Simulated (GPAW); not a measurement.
## BP: single point with PBE

The system is BP.

```
P B
1.0
     0.00000    2.26900    2.26900
     2.26900    0.00000    2.26900
     2.26900    2.26900    0.00000
P B
1 1
Direct
  0.75000 0.75000 0.75000
  0.00000 0.00000 0.00000
```

```yaml
Program: GPAW 26.7.0
Task: single point
Functional: PBE
Potentials_or_basis: GPAW PAW data sets (gpaw-data 1.2.1)
Cutoff: 800 eV
Basis: pw
k_mesh: 16 × 16 × 16
Occupations: fermi-dirac, width 0.05 eV
Spin: no spin polarisation
Maxiter: 80
```

The pressure is 1.4 GPa. The band gap on the k mesh is 1.25 eV, indirect (least direct gap 3.41 eV).

Levels at points of the mesh, in eV from the valence-band top:
```tsv
k point	band 2	band 3	band 4	band 5	band 6	band 7
(0.00, 0.00, 0.00)	0.00	0.00	0.00	3.41	3.41	3.41
(0.50, 0.50, 0.00)	-8.58	-4.11	-4.11	1.34	1.66	12.09
(0.50, 0.50, 0.50)	-9.04	-1.76	-1.76	3.78	4.71	4.71
```

It took 20 s on 1 thread of Intel(R) Xeon(R) 6975P-C (Granite Rapids), on a shared host, peak memory 0.2 GiB.

A k mesh can miss the band edges.
